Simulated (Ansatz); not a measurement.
# C: the cost of one run

Method: DFT PBE+D3(BJ), scalar-relativistic, plane waves, PAW, in Ansatz 0.2.0.

**1. The starting structure**

It takes space group P-3m1 (No. 164, trigonal). The conventional cell has a = 2.456 Å, b = 2.456 Å, c = 20.054 Å, α = 90.00°, β = 90.00°, γ = 120.00°. C (site symmetry 3m) has 3 C at 1.42 Å as nearest neighbours.

Structure file:

```cif
data_structure
_symmetry_space_group_name_H-M 'P-3m1'
_symmetry_Int_Tables_number 164
_cell_length_a 2.4561
_cell_length_b 2.4561
_cell_length_c 20.0536
_cell_angle_alpha 90.000
_cell_angle_beta 90.000
_cell_angle_gamma 120.000
_cell_volume 104.76
loop_
_atom_site_label
_atom_site_type_symbol
_atom_site_symmetry_multiplicity
_atom_site_Wyckoff_symbol
_atom_site_fract_x
_atom_site_fract_y
_atom_site_fract_z
_atom_site_occupancy
C1 C 2 d 0.66667 0.33333 0.49866 1
```

Free-standing sheet.

**2. Relaxing the sheet and its cell in the plane**

Contents of input.yaml:

```yaml
crystal:
  lattice:
    - [2.45605269, 0.0, 0.0]
    - [-1.22802635, 2.12700403, 0.0]
    - [0.0, 0.0, 20.0535522518]
  atoms:
    - { symbol: C, position: [0.66666667, 0.33333333, 0.4986647689] }
    - { symbol: C, position: [0.33333333, 0.66666667, 0.5013352311] }
basis:
  ecutwfc: 600.0
  fft_grid_basis: typed
kpoints:
  mp_grid: { grid: [15, 15, 1] }
hamiltonian:
  xc: pbe
  dispersion: d3bj
  pseudopotentials: { kind: paw }
scf:
  occupations: { method: gaussian, width: 0.05 }
output:
  forces: true
  eigenvalues: true
  stress: true
efield:
  axis: 3
  dipole_correction: true
  ramp_width: 0.04
relax:
  adjacent_minimum: "off"
  f_tol: 0.02
  max_steps: 60
  cell: { fix: [c, alpha, beta], stress_tol: 0.05 }
```

Run with:

```bash
> ansatz run input.yaml --threads 4 --pin off --max-ram 8847MiB --backend cpu --events-out ev --progress --plain --runs-dir out
```

**Question.** How long does this run take on 4 threads of Arm Neoverse N1, shared host, and how much memory does it need?

About 14 s, with a peak of 0.45 GiB.
